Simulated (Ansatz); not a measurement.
# LiH

```
CELL_PARAMETERS angstrom
0.00000 2.00349 2.00349
2.00349 0.00000 2.00349
2.00349 2.00349 0.00000
ATOMIC_POSITIONS crystal
Li 0.00000 0.00000 0.00000
H 0.50000 0.50000 0.50000
```

Atoms are numbered in the order listed.

The conventional cell has a = 4.007 Å, b = 4.007 Å, c = 4.007 Å, α = 90.00°, β = 90.00°, γ = 90.00°. Li (atom 1) is surrounded by 6 H at 2.00 Å. H (atom 2) has 6 Li at 2.00 Å as nearest neighbours.

The cell was built from the rocksalt type and relaxed in the same program, and has space group Fm-3m; it needn't be a known or the stable phase.

Levels of theory: DFT, PBE, all-electron LAPW, scalar-relativistic (Ansatz 0.2.0); DFT, PBE, PAW with Ansatz's default frozen-core files, scalar-relativistic (Ansatz 0.2.0).

For LAPW: a Γ-centred 14×14×14 k mesh, Fermi–Dirac smearing of 0.08 eV, basis error target 1 meV/atom, no spin polarisation. PAW takes a cutoff of 420 eV at this cell. The Ansatz runs share mesh, smearing and spin set-up. Values come from LAPW unless marked.

```json
{
 "Band gap": "2.98 eV, direct at X (0.5, 0, 0.5)",
 "Löwdin charges (with 0.05 e of the cell spilling out of the atomic basis, so their sizes and signs hang on that basis)": "Li1 0.61, H2 -0.57 e",
 "Bader charges (from the PAW run)": "Li1 +0.85, H2 -0.85 e",
 "Volume per atom": "8.04 Å³",
 "Pressure at this cell": "-0.02 GPa"
}
```
